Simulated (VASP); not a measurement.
# Rb (I4/mmm) in VASP: notebook, part 2 of 2

VASP 6.6.1. The steps go on from the part before.

## (3) Single point, RPBE

File INCAR:

```
SYSTEM = Rb
PREC = Accurate
ENCUT = 520
EDIFF = 1E-6
ISMEAR = 0
SIGMA = 0.1
LREAL = .False.
LASPH = .True.
NELM = 100
ALGO = Fast
ISIF = 2
LWAVE = .False.
LCHARG = .False.
GGA = RP
```

File KPOINTS:

```
regular mesh
0
Gamma
  7 7 7
  0 0 0
```

File POSCAR:

```
Rb
4.9916
   -0.591896758855      0.591896758855      0.547088147187
    0.591896758855     -0.591896758855      0.547088147187
    0.591896758855      0.591896758855     -0.547088147187
Rb
1
Direct
    0.0000000000      0.0000000000      0.0000000000
```

Potentials or basis: VASP PAW PBE potentials, release 64 (Rb_sv).

Run with:

```bash
$ cat potpaw_PBE.64/Rb_sv/POTCAR > POTCAR
$ mpirun -np 1 vasp_std > vasp.out
```

OUTCAR:

```text
SYSTEM = Rb
   PREC = Accurate
   ENCUT = 520
   EDIFF = 1E-6
   ISMEAR = 0
   LREAL = .False.
   LASPH = .True.
   NELM = 100
   ISIF = 2
   GGA = RP

 ion  position               nearest neighbor table
   1  0.000  0.000  0.000-

  LATTYP: Found a body centered tetragonal cell.
 ALAT       =     5.9090237230
 C/A-ratio  =     0.9242965754

  Lattice vectors:

 A1 = (  -2.9545118615,   2.9545118615,   2.7308451955)
 A2 = (   2.9545118615,  -2.9545118615,   2.7308451955)
 A3 = (   2.9545118615,   2.9545118615,  -2.7308451955)

Analysis of symmetry for initial positions (statically):
=====================================================================
 Subroutine PRICEL returns:
 Original cell was already a primitive cell.

 Routine SETGRP: Setting up the symmetry group for a
 body centered tetragonal supercell.

 Subroutine GETGRP returns: Found 16 space group operations
 (whereof 16 operations were pure point group operations)
 out of a pool of 16 trial point group operations.

The static configuration has the point symmetry D_4h.

Analysis of symmetry for dynamics (positions and initial velocities):
=====================================================================
 Subroutine PRICEL returns:
 Original cell was already a primitive cell.

 Routine SETGRP: Setting up the symmetry group for a
 body centered tetragonal supercell.

 Subroutine GETGRP returns: Found 16 space group operations
 (whereof 16 operations were pure point group operations)
 out of a pool of 16 trial point group operations.

The dynamic configuration has the point symmetry D_4h.

 Subroutine INISYM returns: Found 16 space group operations
 (whereof 16 operations are pure point group operations),
 and found     1 'primitive' translations

----------------------------------------------------------------------------------------

                                     Primitive cell

  volume of cell :      95.3517

  direct lattice vectors                    reciprocal lattice vectors
    -2.954511862  2.954511862  2.730845195     0.000000000  0.169232693  0.183093498
     2.954511862 -2.954511862  2.730845195     0.169232693  0.000000000  0.183093498
     2.954511862  2.954511862 -2.730845195     0.169232693  0.169232693  0.000000000

  length of vectors
     4.991572514  4.991572514  4.991572514     0.249324956  0.249324956  0.239331170

  position of ions in fractional coordinates (direct lattice)
     0.000000000  0.000000000  0.000000000

  ion indices of the primitive-cell ions
   primitive index   ion index
                 1           1

----------------------------------------------------------------------------------------

 KPOINTS: regular mesh

Automatic generation of k-mesh.
 Grid dimensions read from file:
 generate k-points for:    7    7    7

 Generating k-lattice:

  Cartesian coordinates                     Fractional coordinates (reciprocal lattice)
     0.000000000  0.024176099  0.026156214     0.142857143  0.000000000 -0.000000000
     0.024176099  0.000000000  0.026156214     0.000000000  0.142857143 -0.000000000
     0.024176099  0.024176099  0.000000000     0.000000000  0.000000000  0.142857143

  Length of vectors
     0.035617851  0.035617851  0.034190167

  Shift w.r.t. Gamma in fractional coordinates (k-lattice)
     0.000000000  0.000000000  0.000000000

 Subroutine IBZKPT returns following result:
 ===========================================

 Found     40 irreducible k-points:

 Following reciprocal coordinates:
            Coordinates               Weight
  0.000000  0.000000  0.000000      1.000000
  0.142857 -0.000000  0.000000      8.000000
  0.285714  0.000000  0.000000      8.000000
  0.428571 -0.000000  0.000000      8.000000
  0.142857  0.142857  0.000000      8.000000
  0.285714  0.142857  0.000000     16.000000
[... 32 lines left out ...]
 -0.428571  0.428571  0.428571      4.000000
 -0.428571 -0.428571  0.428571      2.000000
   k-points           NKPTS =     40   k-points in BZ     NKDIM =     40   number of bands    NBANDS=      8
   number of dos      NEDOS =    301   number of ions     NIONS =      1
   total plane-waves  NPLWV =  64000
   dimension x,y,z NGX =    40 NGY =   40 NGZ =   40
   dimension x,y,z NGXF=    80 NGYF=   80 NGZF=   80
   ions per type =               1
   NGX,Y,Z   is equivalent  to a cutoff of  13.32, 13.32, 13.32 a.u.
   NGXF,Y,Z  is equivalent  to a cutoff of  26.64, 26.64, 26.64 a.u.
 SYSTEM =  Rb
   PREC   = accura    normal or accurate (medium, high low for compatibility)
   ISTART =      0    job   : 0-new  1-cont  2-samecut
   ICHARG =      2    charge: 1-file 2-atom 10-const
   ISPIN  =      1    spin polarized calculation?
   LNONCOLLINEAR =      F non collinear calculations
   LSORBIT =      F    spin-orbit coupling
   LASPH  =      T    aspherical Exc in radial PAW
   ENCUT  =  520.0 eV  38.22 Ry    6.18 a.u.   9.28  9.28  9.28*2*pi/ulx,y,z
   NELM   =    100;   NELMIN=  2; NELMDL= -5     # of ELM steps
   EDIFF  = 0.1E-05   stopping-criterion for ELM
   LREAL  =      F    real-space projection
   EDIFFG = 0.1E-04   stopping-criterion for IOM
   NSW    =      0    number of steps for IOM
   IBRION =     -1    ionic relax: 0-MD 1-quasi-New 2-CG
   NFREE  =      0    steps in history (QN), initial steepest desc. (CG)
   ISIF   =      2    stress and relaxation
   ISYM   =      2    0-nonsym 1-usesym 2-fastsym
   POTIM  = 0.5000    time-step for ionic-motion
   TEBEG  =    0.0;   TEEND  =   0.0 temperature during run
   PSTRESS=    0.0 pullay stress
   NELECT =       9.0000    total number of electrons
   NUPDOWN=      -1.0000    fix difference up-down
   EMIN   =  10.00;   EMAX   =-10.00  energy-range for DOS
   EFERMI =   0.00;   METHOD = LEGACY
   ISMEAR =     0;   SIGMA  =   0.10  broadening in eV -4-tet -1-fermi 0-gaus
   EFERMI_NEDOS =   21; number of points for ismear=-14 and -15
   IALGO  =     68    algorithm
   IMIX   =      4    mixing-type and parameters
     AMIX     =   0.40;   BMIX     =  1.00
     AMIX_MAG =   1.60;   BMIX_MAG =  1.00
  volume/ion in A,a.u.               =      95.35       643.47
  Fermi-wavevector in a.u.,A,eV,Ry     =   0.745383  1.408570  7.559340  0.555596
  Thomas-Fermi vector in A             =   1.840957
   LORBIT       =      0    0 simple, 1 ext, 2 COOP (PROOUT), +10 PAW based schemes
   GGA     = RP    functional components
   LHFCALC =     F    Hartree Fock is set to
   AEXX    =    0.0000 exact exchange contribution
   IVDW    =     0    specifies the selected vdW correction
   LEPSILON=     F    determine dielectric tensor
   LRPA    =     F    only Hartree local field effects (RPA)
 non-spin polarized calculation
 RMM-DIIS sequential band-by-band and
 Gauss-broadening in eV      SIGMA  =   0.10
  energy-cutoff  :      520.00
  volume of cell :       95.35
 maximum number of plane-waves:      2584
 NGX is ok and might be reduce to    40
   NGX = 19   NGY = 19   NGZ = 19

 number of electron       9.0000000 magnetization

 Free energy of the ion-electron system (eV)
  ---------------------------------------------------
  ext. energy  EPLUGINS =         0.00000000
  ---------------------------------------------------
  free energy    TOTEN  =        -0.82804559 eV

  energy without entropy =       -0.82357368  energy(sigma->0) =       -0.82580963

 E-fermi :   0.0391     XC(G=0):  -5.2225

 val. band max:       -0.0068175321   @ k =   0.4286  -0.0000   0.0000
 cond. band min:       0.0502846388   @ k =  -0.4286   0.4286   0.1429
 fundamental gap:      0.0571021709
 Fermi energy:         0.0391391153

 k-point     1 :       0.0000    0.0000    0.0000
  band No.  band energies     occupation
      1     -28.9426      2.00000
      2     -12.9993      2.00000
      3     -12.9993      2.00000
      4     -12.9992      2.00000
      5      -1.8604      2.00000
      6       3.4730      0.00000
      7       3.8776      0.00000
      8       3.8777      0.00000
[... 419 lines left out ...]
 k-point    40 :      -0.4286   -0.4286    0.4286
  band No.  band energies     occupation
      1     -28.9371      2.00000
      2     -13.0561      2.00000
      3     -13.0561      2.00000
      4     -13.0491      2.00000
      5       1.2844      0.00000
      6       1.3001      0.00000
      7       2.8948      0.00000
      8       2.8948      0.00000

------------------------ aborting loop because EDIFF is reached ----------------------------------------

  FORCE on cell =-STRESS in cart. coord.  units (eV):
  Direction    XX          YY          ZZ          XY          YZ          ZX
  --------------------------------------------------------------------------------------
  -------------------------------------------------------------------------------------
  Total        0.0861388      0.0861388      0.0616964      0.0000000      0.0000000      0.0000000
  in kB        1.4473747      1.4473747      1.0366739      0.0000000      0.0000000      0.0000000
  external PRESSURE =       1.3104744 kB  Pullay stress =       0.0000000 kB

 VOLUME and BASIS-vectors are now :
 -----------------------------------------------------------------------------
  energy-cutoff  :      520.00
  volume of cell :       95.35
      direct lattice vectors                 reciprocal lattice vectors
    -2.954511862  2.954511862  2.730845195     0.000000000  0.169232693  0.183093498
     2.954511862 -2.954511862  2.730845195     0.169232693  0.000000000  0.183093498
     2.954511862  2.954511862 -2.730845195     0.169232693  0.169232693  0.000000000

 POSITION                                       TOTAL-FORCE (eV/Angst)
 -----------------------------------------------------------------------------------
      0.00000      0.00000      0.00000         0.000000      0.000000     -0.000000
 -----------------------------------------------------------------------------------
    total drift:                                0.000000      0.000000     -0.000000

  FREE ENERGIE OF THE ION-ELECTRON SYSTEM (eV)
  ---------------------------------------------------
  free  energy   TOTEN  =        -0.8280455872 eV

  energy  without entropy=       -0.8235736764  energy(sigma->0) =       -0.82580963
```

stdout:

```text
POSCAR found type information on POSCAR Rb
 POSCAR found :  1 types and       1 ions
 scaLAPACK will be used
 -----------------------------------------------------------------------------
|                                                                             |
|                                                                             |
|     You enforced a specific xc type in the INCAR file but a different       |
|     I HOPE YOU KNOW WHAT YOU ARE DOING!                                     |
|                                                                             |
 -----------------------------------------------------------------------------

 LDA part: xc-table for (Slater+PW92), standard interpolation
 POSCAR, INCAR and KPOINTS ok, starting setup
 FFT: planning ... GRIDC
 FFT: planning ... GRID_SOFT
 FFT: planning ... GRID
 WAVECAR not read
 entering main loop
```

Wall time 15 s (1 thread of Intel Xeon Platinum 8559C (Emerald Rapids), shared host); peak memory 0.23 GiB.

What came out:

| Property | Result |
| --- | --- |
| Free energy | -0.8280 eV |
| Pressure | 0.1 GPa |
| Band gap on the k mesh | none (metal or under the smearing width) |

Caveat: the PAW data sets were made with another functional, which shifts forces and pressure a little.

## (4) Single point, RPBE

File run.py:

```python
from ase.calculators.vasp import Vasp
from ase.dft.bandgap import bandgap
from ase.io import read

atoms = read('POSCAR')
calc = Vasp(
    directory='calc',
    xc='rpbe',
    pp='PBE',
    setups='materialsproject',
    prec='Accurate',
    encut=520,
    ediff=1e-06,
    ismear=0,
    sigma=0.1,
    lreal=False,
    lasph=True,
    nelm=60,
    algo='Normal',
    isif=2,
    lwave=False,
    lcharg=False,
    kpts=[7, 7, 7],
    gamma=True,
    nbands=10,
)
atoms.calc = calc

print('energy (eV):', atoms.get_potential_energy())
print('free energy (eV):', atoms.get_potential_energy(force_consistent=True))
print('forces (eV/A):')
print(atoms.get_forces())
print('stress (eV/A^3, Voigt):', atoms.get_stress())
print('Fermi level (eV):', calc.get_fermi_level())
gap, top, bottom = bandgap(calc)
print('band gap (eV):', gap, 'from (spin, k, band)', top, 'to', bottom)
```

File POSCAR:

```
Rb
1.0
   -2.9545118615      2.9545118615      2.7308451955
    2.9545118615     -2.9545118615      2.7308451955
    2.9545118615      2.9545118615     -2.7308451955
Rb
1
Direct
    0.0000000000      0.0000000000      0.0000000000
```

Run with:

```bash
$ python run.py
```

Wall time 23 s (1 thread of Intel Xeon Platinum 8559C (Emerald Rapids), shared host); peak memory 0.23 GiB.

It converged, with:

| Property | Result |
| --- | --- |
| Free energy | -0.8280 eV |
| Pressure | 0.1 GPa |
| Band gap on the k mesh | none (metal or under the smearing width) |

Levels at points of the mesh, in eV from the Fermi level:
| k point | band 2 | band 3 | band 4 | band 5 | band 6 | band 7 | band 8 | band 9 |
| --- | --- | --- | --- | --- | --- | --- | --- | --- |
| (0.00, 0.00, 0.00) | -13.04 | -13.04 | -13.04 | -1.90 | 3.43 | 3.84 | 3.84 | 4.28 |

Caveat: the PAW data sets were made with another functional, which shifts forces and pressure a little.
